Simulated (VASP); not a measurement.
**InP (strained zincblende): one PBE single-point calculation in two programs**

```
In P
1.0
     0.00000    2.95379    2.98333
     2.95379    0.00000    2.98333
     2.95379    2.95379    0.00000
In P
1 1
Cartesian
  0.0000 0.0000 0.0000
  1.4769 1.4769 1.4917
```

The two codes use different PAW datasets and cutoffs. VASP's cell holds 18 valence electrons and Ansatz's 18. Ansatz's stress includes a Pulay correction; VASP's doesn't.

Cutoffs: 520 eV in VASP, 420 eV in Ansatz. k meshes: 8×8×8 and 8×8×8.

|  | VASP | Ansatz |
| --- | --- | --- |
| gap between bands v and c | 0.51 eV | 0.52 eV |
| least direct gap | 0.51 eV | 0.52 eV |
| pressure | 0.9 GPa | 1.0 GPa |

Band v is the last that the valence electrons fill when counted band by band, and c is the next. Levels in eV from the top of v, Ansatz:

| point | v−1 | v | c | c+1 |
| --- | --- | --- | --- | --- |
| Γ | 0.00 | 0.00 | 0.52 | 4.07 |
| X | -2.19 | -2.19 | 1.84 | 2.31 |
| K | -3.16 | -1.88 | 2.34 | 4.28 |
| L | -0.97 | -0.91 | 1.40 | 4.76 |
| W | -2.83 | -2.78 | 4.25 | 4.29 |

VASP:

```json
{"point": "Γ", "v−1": "0.00", "v": "0.00", "c": "0.51", "c+1": "4.07"}
{"point": "X", "v−1": "-2.19", "v": "-2.19", "c": "1.84", "c+1": "2.31"}
{"point": "K", "v−1": "-3.16", "v": "-1.88", "c": "2.34", "c+1": "4.28"}
{"point": "L", "v−1": "-0.97", "v": "-0.91", "c": "1.40", "c+1": "4.76"}
{"point": "W", "v−1": "-2.83", "v": "-2.78", "c": "4.25", "c+1": "4.29"}
```
